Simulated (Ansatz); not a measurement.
# C (Fd-3m): G0W0 and the treatment of frequencies and band sums

```
C
1.0
     0.00000    1.78350    1.78350
     1.78350    0.00000    1.78350
     1.78350    1.78350    0.00000
C
2
Cartesian
  0.0000 0.0000 0.0000
  0.8918 0.8918 0.8918
```

Held fixed (Ansatz):

```json
{
  "orbitals": "PBE",
  "datasets": "soft PAW set, first generation",
  "k mesh": "4×4×4",
  "response cutoff": "200 eV",
  "wave cutoff": "420 eV"
}
```

The gap is read from Γ to k = (0, 0.25, 0.25), linearised, between the Kohn-Sham band edges among the points solved. The direct gap is read between the top filled and lowest empty Kohn-Sham band at Γ. ε∞ is the electronic dielectric constant on this mesh. Runs with cut sums weigh the q → 0 term analytically. The completed-sum build treats it its own way, which on a coarse mesh shifts the gap as well.

```csv
treatment,KS gap (eV),G0W0 gap (eV),direct at Γ (eV),ε∞
"contour deformation, sums cut at 73 empty bands",4.44,5.84,7.28,7.0
"plasmon pole fitted at 31.18i eV, sums cut at 73 empty bands",4.44,5.81,7.26,7.0
"contour deformation, 30 empty bands and completed sums (trial build, its own q → 0 term)",4.44,?,?,?
```

(1) Fill in the row for contour deformation, 30 empty bands and completed sums (trial build, its own q → 0 term).

Answers

(1) G0W0 gap 6.02 eV, direct at Γ 7.40 eV, ε∞ 7.0.

Soft PAW datasets can miss an all-electron G0W0 gap by more than 5 %. The cell is a model at fixed atoms and needn't be the relaxed known crystal. Points k are given in fractions of the reciprocal vectors. The mesh is coarse, so these are values at the stated settings, not converged ones. Band sums or response are cut, so the gap isn't at its basis limit. The gap is read on the mesh, and the crystal's band edges can lie off it. Meshes this coarse can overestimate the dielectric constant by a tenth and more.
